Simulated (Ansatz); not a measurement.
## Eu in Ansatz: convergence with k mesh

The system is Eu.

```
CELL_PARAMETERS angstrom
-2.30300 2.30300 2.30300
2.30300 -2.30300 2.30300
2.30300 2.30300 -2.30300
ATOMIC_POSITIONS crystal
Eu 0.00000 0.00000 0.00000
```

- Program: Ansatz 0.2.0
- Task: convergence study
- Functional: PBE
- Potentials or basis: Ansatz PAW
- Cutoff: 420 eV (not typed: the program's choice for these potentials)
- k mesh: 3 × 3 × 3
- Occupations: gaussian, width 0.1 eV
- Spin: non-collinear spin, ferromagnetic start, spin-orbit coupling
- Starting moments: [[7.0, 0.0, 0.0]] μB

These are the settings of the first run; the series varies k mesh, with any setting tied to it.

Hardware: 2 threads of Intel(R) Xeon(R) Processor @ 2.50GHz (Skylake/Cascade Lake), with other jobs on the host.

```tsv
k mesh	energy less the tightest run, at zero smearing (meV/atom)	pressure (GPa)	absolute moment (μB)	SCF cycles	CPU time (s)	peak memory (GiB)
3 × 3 × 3	55.97	-1.90	7.99	17	22	0.41
4 × 4 × 4	-16.08	-1.49	7.39	22	36	0.44
5 × 5 × 5	-5.95	-1.89	7.20	18	38	0.46
6 × 6 × 6	1.24	-1.79	7.44	20	58	0.49
7 × 7 × 7	2.57	-1.72	7.41	21	79	0.52
9 × 9 × 9	-1.60	-1.74	7.28	19	130	0.6
11 × 11 × 11	0.20	-1.73	7.33	20	200	0.72
13 × 13 × 13	0.00	-1.75	7.33	20	300	0.88
```

Against the tightest run, the energy stays within 1 meV/atom from 11 × 11 × 11 on; the pressure stays within 0.1 GPa from 6 × 6 × 6 on; the absolute moment stays within 0.02 μB from 11 × 11 × 11 on. Meshes of other sizes hit other points, so gaps and Fermi surfaces needn't settle smoothly. The tightest run that finished is the yardstick and may itself not be fully converged.

Caveat, for the tightest run too: the thresholds are loose for stress. The state reached can hang on the start; a lower one may exist.
